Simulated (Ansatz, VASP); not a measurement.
**Cross-check of HfO2 (1T-HfO2, 2 layers, AB stacking) between VASP and Ansatz**

Aim: how closely do two programs agree when they are given the same cell, functional and k mesh? Of the first pair: The structure shown is the start of the Ansatz relaxation below; VASP solves that cell, so the two are compared at the walk's first step.

Program: Ansatz 0.2.0. Level of theory: plane waves, with VASP 6.6.1 beside it; single point at PBE with D3(BJ). Results are calculated unless marked as measured.

### 1. Set-up

The cell holds 6 atoms: 4 O and 2 Hf. Its edges and angles: a = 3.240 Å, b = 3.240 Å, c = 30.337 Å, α = 90.0°, β = 90.0°, γ = 120.0°. Vacuum lies along c.

### 2. Ansatz: relaxation, PBE with D3(BJ)

Ansatz runs on its default PAW (the set named soft_2) files.

The two programs are compared at the cell with which this relaxation starts, whose forces are those of its first step.

input.yaml reads:

```yaml
crystal:
  lattice:
    - [3.24, 0.0, 0.0]
    - [-1.62, 2.8059223083, 0.0]
    - [0.0, 0.0, 30.3371817517]
  atoms:
    - { symbol: O, position: [0.6666666667, 0.3333333333, 0.3625913603] }
    - { symbol: Hf, position: [0.0, 0.0, 0.4041013281] }
    - { symbol: O, position: [0.3333333333, 0.6666666667, 0.445611296] }
    - { symbol: O, position: [0.0, 0.0, 0.554388704] }
    - { symbol: Hf, position: [0.3333333333, 0.6666666667, 0.5958986719] }
    - { symbol: O, position: [0.6666666667, 0.3333333333, 0.6374086397] }
kpoints:
  mp_grid: { grid: [12, 12, 1] }
hamiltonian:
  xc: pbe
  dispersion: d3bj
scf:
  occupations: { method: fermi_dirac, width: 0.05 }
  convergence: { dr2_threshold: 1.0e-08 }
efield:
  axis: 3
  dipole_correction: true
  ramp_position: 0.97
  ramp_width: 0.04
relax:
  f_tol: 0.01
  cell: { fix: [c, alpha, beta] }
output:
  write_potential: true
  write_density: true
  volumetric_format: npy
```

Launch:

```
$ ansatz run input.yaml --threads 4 --pin off --max-ram 8192MiB --backend cpu --events-out ev --progress --plain --runs-dir out
```

Numbers of over 12 decimals in the logs are rounded to 6 here.

The program printed:

```text
Warning: relax.cell: scf.convergence.dr2_threshold = 1e-8 eV is looser than the 6e-10 eV advised for a relaxation that steers and ends on the stress (1e-10 eV for each atom of the cell: 6). What an SCF threshold leaves in a stress goes as its square root, and in the free energy as the threshold itself, and one threshold admits the most on a small cell: [figures from the program's tests cut] Set scf.convergence.dr2_threshold to 6e-10 eV or tighter. The threshold is an SCF's pass mark: one that does not reach it within its budget of iterations ends unconverged, or closes short of it on a stop that the run arms, and scf.convergence.dr2_threshold's page says what that costs each kind of run
Engine: ansatz 0.2.0, aarch64-unknown-linux-gnu
Pseudopotentials: kind: paw
Pseudopotential: O, paw, valence charge 6, recommended cutoff 420 eV (normal), O.paw.azcp
Pseudopotential: Hf, paw, valence charge 26, recommended cutoff 420 eV (normal), Hf.paw.azcp
Functional definition: PBE
  parameter kappa = 0.804
  parameter beta = 0.066725
  exchange = pbe_x(kappa = kappa, mu = beta*pi^2/3)
  correlation = pbe_c(beta = beta)
Crystal: 6 atoms, lattice volume = 275.801 Å³
Basis set: ecut = 420 eV, 5477 PW (Γ), exchange–correlation on 48×48×432 points (8 copies of the dense FFT grid, shifted against one another)
Bands: 46, of which v1, the nominal top of the filled ones, is band 38 counted from 1 (37 counted from 0)
Symmetry: 6 space group operations
k-points: 19 of 144 (time reversal used)
Non-local potential: O, projectors of the file, l = 0: 2, l = 1: 2, l = 2: 1
Non-local potential: Hf, projectors of the file, l = 0: 3, l = 1: 2, l = 2: 2, l = 3: 3
PAW form: soft (Blöchl's): semilocal exchange-correlation on the pseudo side does not see the compensation charge
PAW one-centre angular grid: O, 110 points (default); XC on 64 Gauss nodes
PAW one-centre angular grid: Hf, 590 points (default); XC on 64 Gauss nodes
Initial density: superposition of atomic densities (neutral atoms: chi_scale 0, normalization atom), corrected by the library's trained network
Initial wavefunctions: pseudopotential atomic-orbital guess
Functional: x = pbe(κ = 0.804, μ = 0.219515), c = pbe(β = 0.066725)
SCF iter   1: F=—  HF=-33720.259978 eV  |F-HF|=—  |Δ(HF+E_count)|=         —  Δρ=2.26e-3  dr2=1.95e-2  ethr=1.77e-3  p=-0.000 e·Å  D=-3.65e-7 V/Å  ΔV_dip=0.00 eV  dr2_dipole=1.24e-8  V_vac-E_F(+/−)=7.07/7.07 eV  ⟨swp⟩=7.5  Hψ=3639  notcnv=0  defer=9
efield: sawtooth ramp at fractional position 0.9700 (set: `efield.ramp_position`, or a place that a band, a saddle search or an elastic batch's reference lends), width 0.0400; the density the first Hamiltonian is built on has a dipole p = -0.000 e·Å; the dipole correction subtracts the counter field D = -3.65e-7 V/Å, which shifts the + side's vacuum level by +0.00 eV against the − side's; the planar-averaged density in the ramp window peaks in size at 6.3e-7 e/Å³
preconditioner: auto → Resta (q_TF=auto, 2.201 Å⁻¹)  ε∞=2.2  [insulator: Δε(μ)=3.166 eV  Ē_g=17.059 eV  σ=0.050 eV  W_gap=1.00  n_scr=20 (ndim 8)  ℏωp=19.0 eV  f_vac=0.680  D(μ)=0.00/eV (n_scr^D=0)  ε∞_Penn≈2.2  vacuum switching on, ρ_ref=2.1e-2 e/Å³]
SCF iter   2: F=—  HF=-33720.263581 eV  |F-HF|=—  |Δ(HF+E_count)|=   3.60e-3  Δρ=2.31e-3  dr2=1.96e-2  ethr=2.56e-5  p=0.000 e·Å  D=3.51e-5 V/Å  ΔV_dip=-0.00 eV  dr2_dipole=1.14e-8  V_vac-E_F(+/−)=7.06/7.06 eV  ⟨swp⟩=2.0  Hψ=1842  notcnv=0  defer=50
SCF iter   3: F=—  HF=-33720.261346 eV  |F-HF|=—  |Δ(HF+E_count)|=   2.24e-3  Δρ=7.49e-4  dr2=2.11e-3  ethr=2.56e-5  p=0.000 e·Å  D=1.84e-5 V/Å  ΔV_dip=-0.00 eV  dr2_dipole=2.51e-10  V_vac-E_F(+/−)=7.12/7.12 eV  ⟨swp⟩=2.0  Hψ=1219  notcnv=0  defer=50
SCF iter   4: F=—  HF=-33720.261622 eV  |F-HF|=—  |Δ(HF+E_count)|=   2.76e-4  Δρ=4.98e-4  dr2=7.64e-4  ethr=2.77e-6  p=0.000 e·Å  D=6.06e-6 V/Å  ΔV_dip=-0.00 eV  dr2_dipole=1.58e-10  V_vac-E_F(+/−)=7.13/7.13 eV  ⟨swp⟩=3.0  Hψ=1359  notcnv=0  defer=50
SCF iter   5: F=—  HF=-33720.261690 eV  |F-HF|=—  |Δ(HF+E_count)|=   6.71e-5  Δρ=7.98e-5  dr2=1.32e-5  ethr=1.01e-6  p=0.000 e·Å  D=1.01e-7 V/Å  ΔV_dip=-0.00 eV  dr2_dipole=4.50e-11  V_vac-E_F(+/−)=7.15/7.15 eV  ⟨swp⟩=2.0  Hψ=1052  notcnv=0  defer=50
SCF iter   6: F=—  HF=-33720.261719 eV  |F-HF|=—  |Δ(HF+E_count)|=   2.98e-5  Δρ=3.23e-5  dr2=2.12e-6  ethr=1.74e-8  p=0.000 e·Å  D=3.49e-6 V/Å  ΔV_dip=-0.00 eV  dr2_dipole=1.02e-10  V_vac-E_F(+/−)=7.16/7.16 eV  ⟨swp⟩=2.4  Hψ=1718  notcnv=0  defer=50
[...]
preconditioner: auto → Resta (q_TF=auto, 2.196 Å⁻¹)  ε∞=2.1  [insulator: Δε(μ)=4.485 eV  Ē_g=17.720 eV  σ=0.050 eV  W_gap=1.00  n_scr=20 (ndim 8)  ℏωp=18.9 eV  f_vac=0.719  D(μ)=0.00/eV (n_scr^D=0)  ε∞_Penn≈2.1  vacuum switching on, ρ_ref=2.3e-2 e/Å³]
SCF iter   2: F=—  HF=-33722.889247 eV  |F-HF|=—  |Δ(HF+E_count)|=   3.59e-4  Δρ=3.82e-5  dr2=8.05e-7  ethr=2.44e-9  p=0.000 e·Å  D=1.39e-6 V/Å  ΔV_dip=-0.00 eV  dr2_dipole=7.27e-13  V_vac-E_F(+/−)=5.44/5.44 eV  ⟨swp⟩=2.9  Hψ=1807  notcnv=0
SCF iter   3: F=—  HF=-33722.889397 eV  |F-HF|=—  |Δ(HF+E_count)|=   1.50e-4  Δρ=1.87e-5  dr2=1.50e-7  ethr=1.06e-9  p=0.000 e·Å  D=1.12e-6 V/Å  ΔV_dip=-0.00 eV  dr2_dipole=1.71e-13  V_vac-E_F(+/−)=5.44/5.44 eV  ⟨swp⟩=2.2  Hψ=1517  notcnv=0
SCF iter   4: F=-33722.889470 eV  HF=-33722.889469 eV  |F-HF|=9.93e-7  |Δ(HF+E_count)|=   7.19e-5  Δρ=2.36e-6  dr2=8.23e-9  ethr=1.32e-11  p=0.000 e·Å  D=1.17e-6 V/Å  ΔV_dip=-0.00 eV  dr2_dipole=9.82e-15  V_vac-E_F(+/−)=5.44/5.44 eV  ⟨swp⟩=14.4  Hψ=8107  notcnv=0
SCF 10 converged in 4 iterations: F = -33722.889470 eV  dr2 = 8.23e-9
relax step  10: F+E_penalty+E_count = -33722.88947040 eV  Δ(F+E_penalty+E_count) = -4.832e-3 eV  max|allowed force component| = 1.135e-3 eV/Å  Δτ_max = 0.0000 Å  P = +0.028 GPa  Ω = 279.340 Å³  fix = [c, alpha, beta]  reactions: c +0.004 GPa  stress off target by 3.99e-2 GPa on what of the cell is left free  SCF on the basis re-selected at this cell (its energy is not comparable with the rows above)  (4 SCF iters)
basis re-selected at this cell: Δ(F+E_penalty+E_count) = -4.832e-3 eV, ΔP = +0.034 GPa vs the last step (what re-selecting the basis moved, of the pressure what is left beyond the Pulay correction that the steps carried, after the strain that the cell walked since its last selection, with what the two solves' SCF thresholds leave and, on support functions, any second-order correction that the steps lacked; it is no m [...]
WARN: The output density's exchange-correlation potential varies sharply where the density is thin. Do not read a vacuum level from v_tot or v_xc, or from such a field of the output density. On a cell that repeats whose density bears no net charge and no dipole along the vacuum's axis use v_es (v_loc + v_h of the components); under efield.dipole_correction with no amplitude use v_es + v_field, which holds any externa [...]
SCF converged after 4 iterations
Free energy (F): -33722.889470 eV
Harris-Foulkes:  -33722.889469 eV  (|F-HF|=9.93e-7)
Internal energy: -33722.889470 eV  (E = F + TS)
E sigma→0 (E₀):  -33722.889470 eV
Fermi energy:    -0.080555 eV
Dipole field:    D = 0.000001 V/Å  (p = 0.000002 e·Å, saw-weighted, corrected)
Work function:   Φ+ = 5.4432 eV   Φ− = 5.4432 eV
Levels:          The Fermi level and band energies are counted from a zero that moves with the ramp; work functions are not
--- Per-component energies (eV) ---
  E_band       = -1229.853409
  E_kinetic    = 1540.977949
  E_local      = -176685.841022  (includes V_loc(G=0)·N_el)
  E_nonlocal   = -2294.104353
  E_hartree    = 87204.930814
  E_xc         = -894.457605
  E_vxc        = -907.917074  (∫ρ·V_xc dr)
  E_paw        = -14486.484229  (= ΣΔE_a)
  E_vpaw       = 2707.155180  (= ΣTr[D̂ρ^β])
  E_aug_tail   = 0.009888  (compensation charges beyond the density's cutoff)
  E_efield     = 0.000000  (sawtooth field / dipole correction)
  E_vefield    = -0.000030  (∫n·V_field dr)
  E_ewald      = 71892.990925
  E_disp       = -0.911838  (pairwise vdW)
  E_smearing   = -0.000000  (= −TS)
  E_closure    = -0.000000  (closes the sum)
  Σ components = -33722.889470   (vs F -33722.889470, Δ=0.00e0)
--- Forces (eV/Å), atoms counted from 1 ---
  atom   1  O      0.00000000    -0.00000000    -0.00113475
  atom   2  Hf    -0.00000000     0.00000000    -0.00094116
  atom   3  O      0.00000000     0.00000000     0.00079851
  atom   4  O      0.00000000    -0.00000000    -0.00080217
  atom   5  Hf    -0.00000000    -0.00000000     0.00094480
  atom   6  O      0.00000000     0.00000000     0.00113551
  max |Σ_I F_I| component: 7.34e-7 eV/Å
--- Stress (GPa, compression-positive) ---
        0.039856       0.000000       0.000000
        0.000000       0.039856      -0.000000
        0.000000      -0.000000       0.003893
  P = ⅓ Tr σ = 0.0279 GPa (0.279 kbar)
--- Band table (eV; the first three rows and the last of 19) ---
  k-point 0: bands = [... 34 lower, -2.7917, -2.6692, -2.6692, -2.5440, 2.5871, 2.5871, 2.6551, 2.6551, ... 4 higher]
  k-point 1: bands = [... 34 lower, -2.9364, -2.9040, -2.7598, -2.4467, 2.6021, 2.6419, 2.7443, 2.8229, ... 4 higher]
  k-point 2: bands = [... 34 lower, -3.1633, -2.9844, -2.9608, -2.3830, 2.5377, 2.6432, 3.1519, 3.2417, ... 4 higher]
  k-point 18: bands = [... 34 lower, -3.5781, -3.4948, -2.9696, -2.9696, 2.6016, 2.6016, 3.7751, 3.8891, ... 4 higher]
--- Relaxed structure (9 steps of the walk, 9 accepted, 1 SCFs on fresh bases) ---
  F+E_penalty+E_count = -33722.88947040 eV   max|allowed force component| = 1.135e-3 eV/Å   (the final SCF, on the basis selected at the relaxed cell)
  cell:  # Å, volume = 279.3404 Å³
    - [3.260723, 7.669188274076416e-19, 0]
    - [-1.630362, 2.823869, 0]
    - [0, 0, 30.3371817517]
  atoms:
    - { symbol: O, position: [0.666667, 0.333333, 0.400899] }
    - { symbol: Hf, position: [-9.932175000051741e-18, 0, 0.432765] }
    - { symbol: O, position: [0.333333, 0.666667, 0.463923] }
    - { symbol: O, position: [6.3450890939888605e-18, 0, 0.536077] }
    - { symbol: Hf, position: [0.333333, 0.666667, 0.567235] }
    - { symbol: O, position: [0.666667, 0.333333, 0.599101] }
```

Reading the cycles: dr2 is the Hartree energy of the density residual (eV), the measure of convergence; HF is the Harris–Foulkes estimate of the energy, which meets the free energy F at convergence.

### 3. VASP: single point, PBE with D3(BJ), start cell, pair 1

The same cell, functional, mesh and smearing now go to VASP, with its own data sets.

Lines of VASP's logs that name or quote its potential files are left out, and so is its time.

INCAR reads:

```
SYSTEM = HfO2
PREC = Accurate
ENCUT = 520
EDIFF = 1E-06
NELM = 120
ISMEAR = -1
SIGMA = 0.05
LREAL = .FALSE.
ALGO = Normal
GGA = PE
IVDW = 12
NBANDS = 28
LASPH = .TRUE.
LORBIT = 11
LWAVE = .FALSE.
LCHARG = .FALSE.
ISIF = 2
LDIPOL = .TRUE.
IDIPOL = 3
DIPOL = 0.5 0.5 0.5
LVHAR = .TRUE.
GGA_COMPAT = .FALSE.
EFERMI = MIDGAP
NELMDL = -8
KPAR = 2
```

POSCAR reads:

```
HfO2
1.0
    3.2400000000      0.0000000000      0.0000000000
   -1.6200000000      2.8059220000      0.0000000000
    0.0000000000      0.0000000000     30.3371820000
O Hf
4 2
Direct
    0.6666667854      0.3333333927      0.3625913409
    0.3333334521      0.6666667260      0.4456112799
    0.0000001187      0.0000000594      0.5543886871
    0.6666667854      0.3333333927      0.6374086261
    0.0000001187      0.0000000594      0.4041013104
    0.3333334521      0.6666667260      0.5958986566
```

KPOINTS reads:

```
Automatic mesh
0
Gamma
12 12 1
0 0 0
```

Potentials, in the order of the species: O and Hf_pv (PBE family, release 64).

Launch:

```
$ mpirun -np 2 vasp_std
```

The program printed:

```text
[banner, memory and clock lines left out]
running    2 mpi-ranks, on    1 nodes
 distrk:  each k-point on    1 cores,    2 groups
 distr:  one band on    1 cores,    1 groups

 POSCAR found type information on POSCAR O Hf
 POSCAR found :  2 types and       6 ions
 LDA part: xc-table for (Slater+PW92), standard interpolation
 POSCAR, INCAR and KPOINTS ok, starting setup
 FFT: planning ... GRIDC
 FFT: planning ... GRID_SOFT
 FFT: planning ... GRID
 WAVECAR not read
 entering main loop
       N       E                     dE             d eps       ncg     rms          rms(c)
DAV:   1     0.338952551341E+03    0.33895E+03   -0.21699E+04  1248   0.128E+03
DAV:   2    -0.229602600950E+02   -0.36191E+03   -0.35610E+03  1456   0.311E+02
DAV:   3    -0.664340178415E+02   -0.43474E+02   -0.43199E+02  1212   0.106E+02
DAV:   4    -0.676798780992E+02   -0.12459E+01   -0.12434E+01  1512   0.191E+01
DAV:   5    -0.676974783697E+02   -0.17600E-01   -0.17591E-01  1368   0.212E+00
DAV:   6    -0.676981296167E+02   -0.65125E-03   -0.65114E-03  1484   0.375E-01
DAV:   7    -0.676981579607E+02   -0.28344E-04   -0.28341E-04  1384   0.675E-02
DAV:   8    -0.676981593959E+02   -0.14353E-05   -0.14352E-05  1364   0.148E-02    0.548E+01
DAV:   9    -0.578180097805E+02    0.98801E+01   -0.71401E+01  1220   0.404E+01    0.567E+01
DAV:  10    -0.574617428699E+02    0.35627E+00   -0.43352E+00  1320   0.117E+01    0.542E+01
DAV:  11    -0.570421205655E+02    0.41962E+00   -0.26963E+00  1196   0.914E+00    0.125E+01
DAV:  12    -0.570258482936E+02    0.16272E-01   -0.65064E-02  1356   0.174E+00    0.920E+00
DAV:  13    -0.570144864417E+02    0.11362E-01   -0.40944E-02  1264   0.108E+00    0.311E+00
DAV:  14    -0.570144109412E+02    0.75500E-04   -0.14579E-02  1412   0.650E-01    0.118E+00
[...]
DAV:  21    -0.570139909122E+02   -0.47805E-04   -0.26392E-06   968   0.855E-03    0.506E-03
DAV:  22    -0.570140380525E+02   -0.47140E-04   -0.40109E-06  1032   0.879E-03    0.196E-02
DAV:  23    -0.570140565284E+02   -0.18476E-04   -0.19053E-06   904   0.590E-03    0.409E-03
DAV:  24    -0.570140650936E+02   -0.85653E-05   -0.31972E-07   620   0.317E-03    0.751E-03
DAV:  25    -0.570140743704E+02   -0.92768E-05   -0.24630E-07   612   0.238E-03    0.222E-03
DAV:  26    -0.570140790045E+02   -0.46341E-05   -0.17992E-07   584   0.192E-03    0.195E-03
DAV:  27    -0.570140808583E+02   -0.18538E-05   -0.77450E-08   568   0.113E-03    0.575E-04
DAV:  28    -0.570140814628E+02   -0.60452E-06   -0.42883E-08   556   0.773E-04
   1 F= -.57743755E+02 E0= -.57743755E+02  d E =-.131227E-13
```

Parts of OUTCAR (step 3):

```text
ion  position               nearest neighbor table
   1  0.667  0.333  0.363-   5 2.25   5 2.25   5 2.25
   2  0.333  0.667  0.446-   5 2.25   5 2.25   5 2.25
   3  0.000  0.000  0.554-   6 2.25   6 2.25   6 2.25
   4  0.667  0.333  0.637-   6 2.25   6 2.25   6 2.25
   5  0.000  0.000  0.404-   2 2.25   1 2.25   1 2.25   2 2.25   1 2.25   2 2.25
   6  0.333  0.667  0.596-   3 2.25   4 2.25   4 2.25   3 2.25   4 2.25   3 2.25

  LATTYP: Found a hexagonal cell.
 ALAT       =     3.2400000000
 C/A-ratio  =     9.3633277778

 Subroutine GETGRP returns: Found 12 space group operations
 (whereof  6 operations were pure point group operations)

The static configuration has the point symmetry C_3v.
 The point group associated with its full space group is D_3d.

 Found     19 irreducible k-points:

   k-points           NKPTS =     19   k-points in BZ     NKDIM =     19   number of bands    NBANDS=     28

   dimension x,y,z NGX =    24 NGY =   24 NGZ =  240
   dimension x,y,z NGXF=    48 NGYF=   48 NGZF=  480

   ENCUT  =  520.0 eV  38.22 Ry    6.18 a.u.   6.02  6.02 56.41*2*pi/ulx,y,z

   NELECT =      44.0000    total number of electrons

 k-points in reciprocal lattice and weights: Automatic mesh
   0.00000000  0.00000000  0.00000000       0.007
   0.08333333  0.00000000  0.00000000       0.042
   0.16666667  0.00000000  0.00000000       0.042
   0.25000000  0.00000000  0.00000000       0.042
   0.33333333  0.00000000  0.00000000       0.042
   0.41666667  0.00000000  0.00000000       0.042
   0.50000000  0.00000000  0.00000000       0.021
   0.08333333  0.08333333  0.00000000       0.042
   0.16666667  0.08333333  0.00000000       0.083
[...]
0.33333333  0.25000000  0.00000000       0.083
   0.33333333  0.33333333  0.00000000       0.014

 dipolmoment           0.000000      0.000000      0.000018 electrons x Angstroem

 average (electrostatic) potential at core
       1 -78.9781       2 -78.9774       3 -78.9773       4 -78.9778       5 -47.3374
       6 -47.3372

 E-fermi :  -4.2609

 k-point     1 :       0.0000    0.0000    0.0000
  band No.  band energies     occupation
    ...
     18      -6.0947      2.00000
     19      -5.8869      2.00000
     20      -5.8869      2.00000
     21      -5.8797      2.00000
     22      -5.8797      2.00000
     23      -1.4010      0.00000
     24      -1.4010      0.00000
     25      -1.3970      0.00000
     26      -1.3970      0.00000
     27      -0.8433      0.00000
    ...

 k-point     2 :       0.0833    0.0000    0.0000
  band No.  band energies     occupation
    ...
     18      -6.1605      2.00000
     19      -6.1527      2.00000
     20      -5.9966      2.00000
     21      -5.9689      2.00000
     22      -5.9604      2.00000
     23      -1.5057      0.00000
     24      -1.5041      0.00000
     25      -1.2610      0.00000
     26      -1.2568      0.00000
     27      -0.7991      0.00000
    ...

 k-point     3 :       0.1667    0.0000    0.0000
  band No.  band energies     occupation
    ...
     18      -6.7745      2.00000
     19      -6.1564      2.00000
     20      -6.1456      2.00000
     21      -6.0021      2.00000
     22      -5.8719      2.00000
     23      -1.7883      0.00000
     24      -1.7719      0.00000
     25      -0.8836      0.00000
     26      -0.8792      0.00000
     27      -0.6853      0.00000
    ...

 Edisp (eV)   -0.72967

  Total      -9.67806    -9.67806   -21.70624    -0.00000     0.00000     0.00000
  in kB     -56.22160   -56.22158  -126.09542    -0.00000     0.00000     0.00000
  external pressure =      -79.51 kB  Pullay stress =        0.00 kB

  energy-cutoff  :      520.00
  volume of cell :      275.80
      direct lattice vectors                 reciprocal lattice vectors
     3.240000000  0.000000000  0.000000000     0.308641975  0.178194547  0.000000000
    -1.620000000  2.805922000  0.000000000     0.000000000  0.356389094  0.000000000
     0.000000000  0.000000000 30.337182000     0.000000000  0.000000000  0.032962851

 POSITION                                       TOTAL-FORCE (eV/Angst)
 -----------------------------------------------------------------------------------
      1.62000      0.93531     11.00000        -0.000000      0.000000      4.211994
      0.00000      1.87061     13.51859        -0.000000      0.000000     -4.188701
      0.00000      0.00000     16.81859         0.000000      0.000000      4.188701
      1.62000      0.93531     19.33718         0.000000     -0.000000     -4.211994
      0.00000      0.00000     12.25930        -0.000000      0.000000      0.055156
      0.00000      1.87061     18.07789         0.000000      0.000000     -0.055156
 -----------------------------------------------------------------------------------
    total drift:                               -0.001454     -0.000840      0.004255

  FREE ENERGIE OF THE ION-ELECTRON SYSTEM (eV)
  ---------------------------------------------------
  free  energy   TOTEN  =       -57.7437553376 eV

  energy  without entropy=      -57.7437553376  energy(sigma->0) =      -57.74375534

 vacuum level on the upper side and lower side of the slab         2.979         2.978

 total charge
# of ion       s       p       d       tot
------------------------------------------
    1        1.572   3.357   0.000   4.929
    2        1.572   3.357   0.000   4.929
    3        1.572   3.357   0.000   4.929
    4        1.572   3.357   0.000   4.929
    5        0.286   6.493   1.294   8.073
    6        0.286   6.493   1.294   8.073
--------------------------------------------------
tot          6.860  26.413   2.587  35.860

[... 3 further parts left out ...]
```

Harder data sets than Hf_pv exist (the GW ones), and pressures, volumes and forces can shift noticeably with them.

[end of part 1 of 2]

[Lines on the potential files, build, host, timing and source positions are cut from VASP's logs without a mark.]

[Logs are printed without paths, hosts, clocks, repeated set-up lines and the standing remarks that a program may print on its own settings, such as how far it seeks lower states.]

[Hosts, paths, dates, database ids (printed as entryN), source tags and the programs' standing remarks are cut or masked in the printed files.]
